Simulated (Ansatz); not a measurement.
A plane-wave DFT run in Ansatz 0.2.0 (scalar-relativistic PAW potentials unless the input names others): input and command.

```yaml
crystal:
  lattice:
    - [3.1762189036, 0.0, 0.0]
    - [0.0, 3.1762189036, 0.0]
    - [0.0, 0.0, 4.1395212455]
  atoms:
    - { symbol: Ti, position: [0.0, 0.0, 0.0] }
    - { symbol: Ti, position: [0.5, 0.5, 0.5] }
    - { symbol: H, position: [0.5, 0.0, 0.25] }
    - { symbol: H, position: [0.0, 0.5, 0.25] }
    - { symbol: H, position: [0.0, 0.5, 0.75] }
    - { symbol: H, position: [0.5, 0.0, 0.75] }
basis:
  ecutwfc: 420
kpoints:
  mp_grid: { grid: [12, 12, 8], shift: [0.5, 0.5, 0.5] }
hamiltonian:
  xc: pbesol
scf:
  occupations: { method: gaussian, width: 0.1 }
output:
  forces: true
  eigenvalues: true
  stress: true
```

```bash
ansatz run input.yaml --threads 1 --pin off --max-ram 1331MiB --backend cpu --events-out ev --progress --plain --runs-dir out
```

Abridged log:
```
Basis set: ecut = 420 eV, 821 PW (Γ), exchange–correlation on 48×48×60 points (8 copies of the dense FFT grid, shifted against one another)
Bands: 20, of which v1, the nominal top of the filled ones, is band 14 counted from 1 (13 counted from 0)
Symmetry: 32 space group operations
k-points: 84 of 1152
SCF iter   1: F=—  HF=-5013.842362 eV  |F-HF|=—  |Δ(HF+E_count)|=         —  Δρ=1.08e-2  dr2=2.82e-2  ethr=1.77e-3  ⟨swp⟩=4.3  Hψ=7020  notcnv=0
SCF iter   2: F=—  HF=-5013.835332 eV  |F-HF|=—  |Δ(HF+E_count)|=   7.03e-3  Δρ=5.98e-3  dr2=9.48e-3  ethr=1.01e-4  ⟨swp⟩=2.0  Hψ=2695  notcnv=0  defer=78
SCF iter   3: F=—  HF=-5013.832186 eV  |F-HF|=—  |Δ(HF+E_count)|=   3.15e-3  Δρ=7.39e-4  dr2=1.98e-4  ethr=3.39e-5  ⟨swp⟩=2.0  Hψ=1926  notcnv=0  defer=78
SCF iter   4: F=—  HF=-5013.832152 eV  |F-HF|=—  |Δ(HF+E_count)|=   3.31e-5  Δρ=2.88e-4  dr2=2.42e-5  ethr=7.06e-7  ⟨swp⟩=3.0  Hψ=2762  notcnv=0  defer=78
SCF iter   5: F=—  HF=-5013.832108 eV  |F-HF|=—  |Δ(HF+E_count)|=   4.46e-5  Δρ=4.80e-5  dr2=8.96e-7  ethr=8.65e-8  ⟨swp⟩=2.0  Hψ=2079  notcnv=0  defer=78
SCF iter   6: F=-5013.832108 eV  HF=-5013.832108 eV  |F-HF|=4.44e-9  |Δ(HF+E_count)|=   8.22e-8  Δρ=1.13e-5  dr2=3.24e-8  ethr=3.57e-10  ⟨swp⟩=6.6  Hψ=6716  notcnv=0
SCF 1 converged in 6 iterations: F = -5013.832108 eV  dr2 = 3.24e-8
SCF converged after 6 iterations
Free energy (F): -5013.832108 eV
Harris-Foulkes:  -5013.832108 eV  (|F-HF|=4.44e-9)
Internal energy: -5013.821573 eV  (E = F + TS)
E sigma→0 (E₀):  -5013.826841 eV
Entropy (-TS):   -0.010534 eV (-1.756 meV/atom)
Fermi energy:    12.389566 eV
--- Forces (eV/Å), atoms counted from 1 ---
  atom   1  Ti     0.00000000     0.00000000     0.00000000
  atom   2  Ti     0.00000000     0.00000000     0.00000000
  atom   3  H      0.00000000     0.00000000     0.00000000
  atom   4  H      0.00000000     0.00000000     0.00000000
  atom   5  H      0.00000000     0.00000000     0.00000000
  atom   6  H      0.00000000     0.00000000     0.00000000
--- Stress (GPa, compression-positive) ---
       -0.086706       0.000000       0.000000
        0.000000      -0.086706       0.000000
        0.000000       0.000000       0.132203
  P = ⅓ Tr σ = -0.0137 GPa (-0.137 kbar)
```

Apart from outputs and empty bands, the input differs from a reference run on usual settings in kpoints.mp_grid.shift: not typed → [0.5, 0.5, 0.5]. The reference, at the same geometry, gave pressure -0.01 GPa, largest force 0.000 eV/Å, no gap on the mesh. This run converged in 6 SCF iterations (reference: 6) with an energy at zero smearing 0.09 meV/atom above the reference's, pressure -0.01 GPa, largest force 0.000 eV/Å, no gap on the mesh.